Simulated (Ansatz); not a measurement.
NbAs:

```
CELL_PARAMETERS angstrom
-1.72585 1.72585 5.84000
1.72585 -1.72585 5.84000
1.72585 1.72585 -5.84000
ATOMIC_POSITIONS crystal
Nb 0.50000 0.00000 0.50000
Nb 0.75000 0.75000 0.00000
As 0.91600 0.41600 0.50000
As 0.16600 0.16600 0.00000
```

```yaml
Program: Ansatz 0.2.0
Task: relaxation of cell and atoms
Functional: BLYP
Potentials_or_basis: Ansatz PAW
Cutoff: "420 eV (not typed: the program's choice for these potentials)"
k_mesh: 11 × 11 × 11
Occupations: fermi-dirac, width 0.05 eV
Spin: no spin polarisation
```

At the start: volume 17.39 Å³/atom.

Q: How do energy, volume and symmetry change on relaxing?

A: It ends after 6 steps and the volume is 18.65 Å³/atom (+7.2 %); space group I4_1md (No. 109, to 0.05 Å).

Step by step:
```csv
step,energy change (eV),largest force (eV/Å),volume (Å³)
1,0.0000,0.2924,69.58
2,-0.1027,0.0175,78.23
3,-0.1722,0.0183,75.06
4,-0.1733,0.0324,74.60
5,-0.1735,0.0021,74.61
6,-0.1747,0.0021,74.61
```

Final structure:
```xyz
4
Lattice="-1.7597 1.7597 6.0241 1.7597 -1.7597 6.0241 1.7597 1.7597 -6.0241" Properties=species:S:1:pos:R:3 pbc="T T T"
Nb    0.0000    1.7597   -0.0086
Nb    0.0000    0.0000    9.0276
As    0.0000    1.7597    5.0206
As    0.0000    0.0000    2.0086
```

Caveat: the plane-wave basis is chosen anew once the cell has moved, so the energies of steps on either side of that aren't comparable; the PAW data sets come from PBE, with cores solved anew for the run's functional, which leaves a small shift of forces and pressure.
